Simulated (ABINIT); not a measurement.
# MgO in ABINIT: convergence with smearing width

Crystal: MgO.

```
CELL_PARAMETERS angstrom
2.93802 0.00000 0.00000
-1.46901 2.54440 0.00000
0.00000 0.00000 2.67968
ATOMIC_POSITIONS crystal
Mg 0.00000 0.00000 0.00000
O 0.33333 0.66667 0.50000
```

Measurements of this composition are mostly on another form, of space group No. 225.

```yaml
Program: ABINIT 10.8.3 (patched build)
Task: single point
Functional: PBEsol
Potentials_or_basis: JTH PAW PBE v2.0
Cutoff: 626 eV
k_mesh: 10 × 10 × 10
Occupations: gaussian, width 0.272 eV
Spin: no spin polarisation
```

These are the settings of the first run; the series varies smearing width, with any setting tied to it.

Hardware: 1 thread of Arm Neoverse V2 (shared host).

| smearing width | energy less the tightest run, at zero smearing (meV/atom) | SCF cycles | CPU time (s) | peak memory (GiB) |
| --- | --- | --- | --- | --- |
| 0.272 eV | 0.00 | 11 | 18 | 0.1 |
| 0.2 eV | 0.00 | 11 | 18 | 0.1 |
| 0.136 eV | 0.00 | 11 | 18 | 0.1 |
| 0.1 eV | 0.00 | 11 | 18 | 0.1 |
| 0.05 eV | 0.00 | 11 | 18 | 0.1 |
| 0.025 eV | 0.00 | 11 | 18 | 0.1 |
| 0.01 eV | 0.00 | 11 | 18 | 0.1 |

Against the tightest run, the energy stays within 1 meV/atom from 0.272 eV on. The tightest run that finished is the yardstick and may itself not be fully converged.
